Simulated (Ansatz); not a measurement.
Input and command of a plane-wave DFT calculation in Ansatz:

```yaml
crystal:
  lattice:
    - [3.4010033113, 0.0, 0.0]
    - [-1.7005016557, 2.9453552659, 0.0]
    - [0.0, 0.0, 6.1271195915]
  atoms:
    - { symbol: Sn, position: [0.0, 0.0, 0.0] }
    - { symbol: Sn, position: [0.0, 0.0, 0.5] }
    - { symbol: Se, position: [0.3333333333, 0.6666666667, 0.25] }
    - { symbol: Se, position: [0.6666666667, 0.3333333333, 0.75] }
basis:
  ecutwfc: 500
kpoints:
  mp_grid: { grid: [6, 6, 4] }
hamiltonian:
  xc: r2scan
scf:
  occupations: { method: gaussian, width: 0.1 }
output:
  forces: true
  stress: true
  eigenvalues: true
relax:
  adjacent_minimum: "off"
  f_tol: 0.05
  max_steps: 60
  cell: { stress_tol: 0.5 }
```

```bash
ansatz run input.yaml --threads 1 --pin off --max-ram 2560MiB --backend cpu --events-out ev --progress --plain --runs-dir out
```

Processor: Arm Neoverse V1, 1 thread, on a host shared with other jobs.

Q: Estimate time, memory and problem size.

A: About 78 s on 1 thread of Arm Neoverse V1 (shared host), peak memory 0.69 GiB. It solves 36 bands at 21 k points (the mesh reduced by symmetry) with about 2793 plane waves (on the last cell), in 58 SCF iterations over 8 ionic steps.
